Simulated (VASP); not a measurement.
Input of a VASP 6.6.1 run:

Contents of INCAR:

```
SYSTEM = BeSe
ALGO = Normal ; EDIFF = 1E-6
ENCUT = 520 ; ISIF = 2
ISMEAR = -1 ; LASPH = .TRUE.
LCHARG = .FALSE. ; LREAL = .FALSE.
LWAVE = .FALSE. ; NBANDS = 11
NELM = 80 ; PREC = Accurate
SIGMA = 0.05
```

The input KPOINTS:

```
k-points
0
G
  14 14 14
  0 0 0
```

File POSCAR:

```
BeSe
1.0
    0.0000000000      2.5885384557      2.5885384557
    2.5885384557      0.0000000000      2.5885384557
    2.5885384557      2.5885384557      0.0000000000
Be Se
1 1
Direct
    0.0000000000      0.0000000000      0.0000000000
    0.2500000000      0.2500000000      0.2500000000
```

Potentials or basis: VASP PAW LDA potentials, release 64 (Be, Se).

Launch:

```sh
$ cat potpaw_LDA.64/Be/POTCAR potpaw_LDA.64/Se/POTCAR > POTCAR
$ mpirun -np 1 vasp_std > vasp.out
```

Task: What does it give for the pressure?

Result: -4.0 GPa.

Task: Estimate the band gap on the k mesh.

Result: 2.51 eV, indirect (least direct gap 4.05 eV).

A k mesh can miss the band edges. LDA gaps usually lie below the measured ones, often by a third to a half.
